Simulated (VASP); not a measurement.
# KBr in VASP 6.6.1, single-point calculation

INCAR

```
GGA = RP
ISIF = 2
NBANDS = 15
LWAVE = .FALSE.
ISMEAR = -1
NSW = 0
NELM = 120
LCHARG = .FALSE.
LASPH = .TRUE.
LREAL = .TRUE.
IBRION = -1
ENCUT = 520
EDIFF = 1E-9
SIGMA = 0.02
PREC = Accurate
```

KPOINTS

```
KPOINTS created by Atomic Simulation Environment
0
Gamma
6 6 6
0 0 0
```

POSCAR

```
K  Br
 1.0000000000000000
     0.0000000000000000    3.6145333083000000    3.8232348650999999
     3.6145333083000000    0.0000000000000000    3.8232348650999999
     3.6145333083000000    3.6145333083000000    0.0000000000000000
 K   Br
   1   1
Cartesian
  0.0000000000000000  0.0000000000000000  0.0000000000000000
  1.8072666541500000  1.8072666541500000  1.9116174325499999
```

The recommended PBE PAW datasets give the neutral cell 16 valence electrons.

Command

```
mpirun -np 1 vasp_std
```

**Question.** How does this run end, and what does it give?

**Answer.** It converged. Results: gap between bands v and c on the k mesh 4.44 eV; least direct gap on the k mesh 4.47 eV; pressure 1.3 GPa. Band v is the last that the valence electrons fill when counted band by band, and c is the next.

OSZICAR

```
N       E                     dE             d eps       ncg     rms          rms(c)
DAV:   1     0.100049185083E+03    0.10005E+03   -0.64622E+03   900   0.892E+02
DAV:   2     0.166905730953E+01   -0.98380E+02   -0.91872E+02  1181   0.216E+02
DAV:   3    -0.575552058163E+01   -0.74246E+01   -0.73923E+01  1250   0.525E+01
DAV:   4    -0.607326207227E+01   -0.31774E+00   -0.31762E+00  1526   0.955E+00
DAV:   5    -0.607466861421E+01   -0.14065E-02   -0.14065E-02  1257   0.676E-01    0.306E+00
DAV:   6    -0.576014025825E+01    0.31453E+00   -0.41428E-01  1194   0.275E+00    0.212E+00
DAV:   7    -0.573295442722E+01    0.27186E-01   -0.25274E-01  1250   0.245E+00    0.105E+00
DAV:   8    -0.576352860456E+01   -0.30574E-01   -0.34578E-02  1072   0.133E+00    0.197E-01
DAV:   9    -0.576606266204E+01   -0.25341E-02   -0.20336E-03  1040   0.305E-01    0.138E-01
DAV:  10    -0.576781096373E+01   -0.17483E-02   -0.25929E-03   935   0.380E-01    0.376E-02
DAV:  11    -0.576782813308E+01   -0.17169E-04   -0.14084E-04  1138   0.905E-02    0.996E-03
DAV:  12    -0.576783459437E+01   -0.64613E-05   -0.42956E-05   942   0.568E-02    0.802E-03
DAV:  13    -0.576783458084E+01    0.13536E-07   -0.37540E-06  1012   0.157E-02    0.191E-03
DAV:  14    -0.576783482340E+01   -0.24256E-06   -0.70315E-07   970   0.709E-03    0.340E-04
DAV:  15    -0.576783487421E+01   -0.50818E-07   -0.68154E-08  1146   0.212E-03    0.341E-04
DAV:  16    -0.576783489732E+01   -0.23103E-07   -0.28374E-08   949   0.102E-03    0.172E-04
DAV:  17    -0.576783489664E+01    0.67280E-09   -0.33623E-09  1117   0.519E-04
   1 F= -.57678349E+01 E0= -.57678349E+01  d E =-.389088E-12
```

For comparison, a separate PBE run of the intended cell, on usual settings and not on those above, gives a gap of 4.26 eV on its mesh and a pressure of 0.3 GPa.
